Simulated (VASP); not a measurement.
The system is SiC.

```
CELL_PARAMETERS angstrom
3.07569 0.00000 0.00000
-1.53785 2.66363 0.00000
0.00000 0.00000 10.07065
ATOMIC_POSITIONS crystal
Si 0.66667 0.33333 0.93784
Si 0.33333 0.66667 0.43784
Si 0.00000 0.00000 0.68789
Si 0.00000 0.00000 0.18789
C 0.66667 0.33333 0.74980
C 0.33333 0.66667 0.24980
C 0.00000 0.00000 0.50046
C 0.00000 0.00000 0.00046
```

The cell is a database's computed one.

```yaml
Program: VASP 6.6.1
Task: relaxation of cell and atoms
Functional: PBE
Potentials_or_basis: VASP PAW PBE potentials, release 64 (Si, C)
Cutoff: 600 eV
k_mesh: 12 × 12 × 3
Occupations: gaussian, width 0.03 eV
Spin: no spin polarisation
```

At the start: pressure 3.7 GPa; volume 10.31 Å³/atom.

How do energy, volume and symmetry change on relaxing?

Over 3 steps the energy falls by 2.0 meV/atom and the volume is 10.49 Å³/atom (+1.7 %); space group P6_3mc (No. 186, to 0.05 Å).

The path:
```tsv
step	energy change (eV)	largest force (eV/Å)	pressure (GPa)	volume (Å³)
1	0.0000	0.0055	3.72	82.50
2	0.0009	0.0173	-3.60	85.40
3	-0.0161	0.0065	0.00	83.91
```

Final structure:
```cif
data_structure
_symmetry_space_group_name_H-M 'P 1'
_symmetry_Int_Tables_number 1
_cell_length_a 3.0933
_cell_length_b 3.0933
_cell_length_c 10.1263
_cell_angle_alpha 90.000
_cell_angle_beta 90.000
_cell_angle_gamma 120.000
_cell_volume 83.91
loop_
_atom_site_label
_atom_site_type_symbol
_atom_site_fract_x
_atom_site_fract_y
_atom_site_fract_z
_atom_site_occupancy
Si1 Si 0.66667 0.33333 0.93783 1
Si2 Si 0.33333 0.66667 0.43783 1
Si3 Si 0.00000 0.00000 0.68790 1
Si4 Si 0.00000 0.00000 0.18790 1
C1 C 0.66667 0.33333 0.74982 1
C2 C 0.33333 0.66667 0.24982 1
C3 C 0.00000 0.00000 0.50045 1
C4 C 0.00000 0.00000 0.00045 1
```
